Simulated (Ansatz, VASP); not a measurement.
One calculation of BN, two programs

The input INCAR:

```
PREC = Accurate
ENCUT = 520
EDIFF = 1E-8
ISMEAR = -1
SIGMA = 0.02
LREAL = False
LASPH = True
NELM = 60
ALGO = Normal
ISIF = 2
LWAVE = False
LCHARG = False
GGA = PS
LEFG = True
NBANDS = 16
```

Contents of KPOINTS:

```
regular mesh
0
Gamma
  11 11 4
```

Contents of POSCAR:

```
BN
1.0
    2.4528754899      0.0000000000      0.0000000000
   -1.2264377450      2.1242524866      0.0000000000
    0.0000000000      0.0000000000      6.5252189874
B N
2 2
Direct
    0.3333333333      0.6666666667      0.2500000000
    0.6666666667      0.3333333333      0.7500000000
    0.3333333333      0.6666666667      0.7500000000
    0.6666666667      0.3333333333      0.2500000000
```

Input for Ansatz:

```yaml
crystal:
  lattice:
    - [2.4528754899, 0.0, 0.0]
    - [-1.226437745, 2.1242524866, 0.0]
    - [0.0, 0.0, 6.5252189874]
  atoms:
    - { symbol: B, position: [0.3333333333, 0.6666666667, 0.25] }
    - { symbol: B, position: [0.6666666667, 0.3333333333, 0.75] }
    - { symbol: "N", position: [0.3333333333, 0.6666666667, 0.75] }
    - { symbol: "N", position: [0.6666666667, 0.3333333333, 0.25] }
kpoints:
  mp_grid: { grid: [11, 11, 4] }
scf:
  occupations: { method: fermi_dirac, width: 0.02 }
hamiltonian:
  xc: pbesol
  pseudopotentials: { kind: paw }
output:
  forces: true
  stress: true
  eigenvalues: true
  efg: { contact_densities: true }
```

Change from the starting cell: volume scaled by 0.94, PAW files.

Alike in both runs: task electric field gradients; functional PBEsol; k mesh 11 × 11 × 4; occupations fermi-dirac, width 0.02 eV; no spin polarisation.

|  | VASP | Ansatz |
| --- | --- | --- |
| version | VASP 6.6.1 | Ansatz 0.2.0 |
| potentials or method | VASP PAW PBE potentials, release 64 (B, N) | PAW with Ansatz's default frozen-core files, scalar-relativistic |
| plane-wave cutoff (eV) | 520 | 420 |
| valence electrons in the cell | 16 | 16 |

Ansatz gave:

| Item | Value |
| --- | --- |
| gap on the k mesh at the Fermi level (eV) | 4.31 |
| pressure (GPa) | 17.2 |
| largest component of the traceless stress (GPa) | 15.74 |
| Vzz of the field gradient on the site that differs most (V/Å²) | 29.1 |

Which values does VASP return?

gap on the k mesh at the Fermi level (eV): 4.30; pressure (GPa): 17.6; largest component of the traceless stress (GPa): 16.24; Vzz of the field gradient on the site that differs most (V/Å²): 36.1.

The functional is the same, so the differences come from potentials, cutoffs and numerics.

Caveats: so large a pressure means that the cell lies far from this level's equilibrium, or that cutoff or potentials fall short (VASP); the potentials were made for another functional, which shifts forces and pressure (VASP); an odd mesh through Γ misses points on the zone boundary, where band edges often lie; this functional lacks dispersion, which binds the layers, so the pressure and a relaxed spacing across them are unreliable.
